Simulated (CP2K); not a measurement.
**As under changes of volume**

One of the cells (19.764 Å³/atom); the others are scaled copies at fixed shape and fractional positions:

```
As
1.0
     2.70368    0.00000    0.00000
     0.00000    2.70368    0.00000
     0.00000    0.00000    2.70368
As
1
Direct
  0.50000 0.50000 0.50000
```

This isn't the form of As at room conditions, which is rhombohedral.

- Program: CP2K 2026.2
- Functional: r2SCAN
- Potentials or basis: POTENTIAL_UZH As GTH-SCAN-q5; TZVP-MOLOPT-SCAN-GTH basis
- Density cutoff: 9184 eV
- k mesh: 10 × 10 × 10
- Occupations: fermi-dirac, width 0.05 eV
- Spin: no spin polarisation

```csv
volume (Å³/atom),energy over the lowest point (meV/atom),pressure (GPa)
18.578,11.97,4.7
18.973,3.36,2.4
19.368,0.00,0.4
19.764,?,?
20.159,6.52,-2.9
20.554,15.31,-4.3
20.949,27.31,-5.5
```

Question: What does the run at 19.764 Å³/atom give?

Answer: Energy over the lowest point 1.26 meV/atom; pressure -1.3 GPa.

Worked out: A Birch-Murnaghan fit of order 3 (a polynomial in V^(-2/3)) to the other rows has its minimum at 19.45 Å³/atom with B0 = V·E''(V) = 89 GPa and B' = 5.3. It gives 1.23 meV/atom at 19.764 Å³/atom, against the run's 1.26, and -dE/dV = -1.4 GPa, against -1.3.

Energies are extrapolated to zero smearing.

Caveats: the basis of atomic orbitals isn't converged, which shifts pressures, moduli and gaps.
